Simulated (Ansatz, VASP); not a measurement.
**Two plane-wave programs on KF**

```
CELL_PARAMETERS angstrom
0.00000 2.67303 2.67303
2.67303 0.00000 2.67303
2.67303 2.67303 0.00000
ATOMIC_POSITIONS crystal
K 0.00000 0.00000 0.00000
F 0.50000 0.50000 0.50000
```

Alike in both runs: functional PBE; dispersion D3(BJ); k mesh 8 × 8 × 8; occupations gaussian, width 0.02 eV; no spin polarisation.

Ansatz relaxed the structure, and its values are those at the end. VASP's run is a single point on that final structure, the one shown.

|  | VASP | Ansatz |
| --- | --- | --- |
| version | VASP 6.6.1 | Ansatz 0.2.0 |
| potentials or method | VASP PAW PBE potentials, release 64 (K_sv, F) | scalar-relativistic, plane waves, PAW |
| plane-wave cutoff (eV) | 520 | 420 |
| valence electrons in the cell | 16 | 16 |

|  | VASP | Ansatz | Ansatz less VASP |
| --- | --- | --- | --- |
| gap on the k mesh at the Fermi level (eV) | 6.16 | 6.17 | +0.016 |
| least direct gap on the mesh (eV) | 6.16 | 6.17 | +0.016 |
| pressure (GPa) | 0.1 | 0.0 | -0.04 |

A k mesh can miss the band edges. As with any semilocal functional, this PBE gap is likely too small.
